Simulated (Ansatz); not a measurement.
# Ir: stress in a strained cell

Aim: deform Ir (equal xx and yy strain of -1 %) and compute stress, forces and field gradients with LAPW, PAW and all-electron datasets made for the crystal.

Method: DFT PBE, scalar-relativistic, in Ansatz 0.2.0.

### 1 The system as given

It takes space group Fm-3m (No. 225, cubic). The conventional cell has a = 3.839 Å, b = 3.839 Å, c = 3.839 Å, α = 90.00°, β = 90.00°, γ = 90.00°. Around Ir (site symmetry m-3m) lie 12 Ir at 2.71 Å.

As a file:

```
Ir
1.0
     0.00000    1.91970    1.91970
     1.91970    0.00000    1.91970
     1.91970    1.91970    0.00000
Ir
1
Direct
  0.00000 0.00000 0.00000
```

### 2 After the deformation

Space group Fm-3m before, I4/mmm after.

### 3 LAPW, all electrons

File input.yaml:

```yaml
crystal:
  lattice:
    - [0.0, 1.900503, 1.9197]
    - [1.900503, 0.0, 1.9197]
    - [1.900503, 1.900503, 0.0]
  atoms:
    - { symbol: Ir, position: [0.0, 0.0, 0.0] }
kpoints:
  mp_grid: { grid: [15, 15, 15] }
  band_path:
    path:
      - [0.0, 0.0, 0.0]
      - [0.0, 0.5, 0.5]
      - [0.25, 0.75, 0.5]
      - [0.0, 0.5, 0.0]
      - [0.0, 0.0, 0.0]
      - [0.5, 0.5, 0.0]
      - [0.3725125, 0.6274875, 0.0]
      - [-0.3725125, 0.3725125, 0.0]
      - [0.0, 0.0, 0.0]
    npoints: 5
scf:
  occupations: { method: fermi_dirac, width: 0.05 }
hamiltonian:
  xc: pbe
  pseudopotentials: { kind: all_electron, lapw: { basis_error: 0.0005 } }
output:
  forces: true
  stress: true
  eigenvalues: true
```

On the command line:

```console
ansatz run input.yaml --threads 1 --pin off --max-ram 3072MiB --backend cpu --events-out ev --progress --plain --runs-dir out
```

### 4 Frozen-core PAW

File input.yaml:

```yaml
crystal:
  lattice:
    - [0.0, 1.900503, 1.9197]
    - [1.900503, 0.0, 1.9197]
    - [1.900503, 1.900503, 0.0]
  atoms:
    - { symbol: Ir, position: [0.0, 0.0, 0.0] }
kpoints:
  mp_grid: { grid: [15, 15, 15] }
scf:
  occupations: { method: fermi_dirac, width: 0.05 }
hamiltonian:
  xc: pbe
  pseudopotentials: { kind: paw }
output:
  forces: true
  stress: true
  eigenvalues: true
  efg: { contact_densities: true }
```

### 5 All-electron PAW on datasets made for the crystal

Edit input.yaml of step 4 so:

```diff
@@ -13,3 +13,3 @@
   xc: pbe
-  pseudopotentials: { kind: paw }
+  pseudopotentials: { kind: all_electron, datasets: crystal }
 output:
```

(Steps that only read results are left out.)

Q: Predict the outcome of this session. Wanted: pressure; largest shear or deviatoric stress.

The runs gave:

| quantity | value |
| --- | --- |
| pressure | LAPW 17.15, PAW 17.24, crystal datasets 17.16 GPa |
| largest shear or deviatoric stress (LAPW) | 2.81 GPa |

The largest part of the stress beyond the pressure is 2.81 GPa in size, in the zz component. No run of the undeformed cell stands beside it, so the pressure holds what the given cell had before the change. PAW: stress within 0.09 GPa of LAPW. Crystal datasets: stress within 0.01 GPa of LAPW. Spin-orbit coupling is left out, though the cell holds Ir; in elements this heavy it can shift bands and gaps by tenths of an eV.
